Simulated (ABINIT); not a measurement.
Write the native input for ABINIT 10.8.3 (patched build) that does the following.

```yaml
Task: single point
Functional: LDA
Potentials_or_basis: JTH PAW LDA v2.0
Cutoff: 626 eV
k_mesh: 5 × 5 × 5
Occupations: fermi-dirac, width 0.05 eV
Spin: no spin polarisation
Fine-grid_cutoff: 1224.51 eV
```

CdF2:

```
Cd F
1.0
     0.00000    2.69400    2.69400
     2.69400    0.00000    2.69400
     2.69400    2.69400    0.00000
Cd F
1 2
Direct
  0.00000 0.00000 0.00000
  0.75000 0.75000 0.75000
  0.25000 0.25000 0.25000
```

The input as run:

run.abi

```
# Pseudopotentials
pp_dirpath "./"
pseudos "Cd.LDA_PW-JTH.xml, F.LDA_PW-JTH.xml"

# Structure
acell 7.1996511916 7.1996511916 7.1996511916
rprim
     0.0000000000     0.7071067812     0.7071067812
     0.7071067812     0.0000000000     0.7071067812
     0.7071067812     0.7071067812     0.0000000000
ntypat 2
znucl 48 9
natom 3
typat 1 2 2
xred
     0.0000000000     0.0000000000     0.0000000000
     0.7500000000     0.7500000000     0.7500000000
     0.2500000000     0.2500000000     0.2500000000

# Plane-wave basis
ecut 23.0
pawecutdg 45.0

# k points
kptopt 1
ngkpt 5 5 5
nshiftk 1
shiftk 0.0 0.0 0.0

# Exchange and correlation
ixc 7

# Bands and occupations
nband 17
occopt 3
tsmear 0.05 eV

# SCF cycle
nstep 100
tolvrs 1.0e-9

# Output
iomode 3
prtwf 0
prtden 0
prteig 0
prtebands 0
enunit 1
prtvol 2
```

Potentials or basis: JTH PAW LDA v2.0.

The run is started by

```console
$ abinit run.abi > log 2>&1
```

Results of the run:

```json
{
  "Pressure": "-6.0 GPa",
  "Band gap on the k mesh": "2.86 eV, indirect (least direct gap 3.24 eV)",
  "Valence electrons inside the program's atomic spheres": "Cd 10.28; F 5.63"
}
```

Caveat: an odd mesh through Γ misses points on the zone boundary, where band edges often lie.

It took 9.7 s on 1 thread of Arm Neoverse V1, with other jobs on the host, peak memory 0.1 GiB.
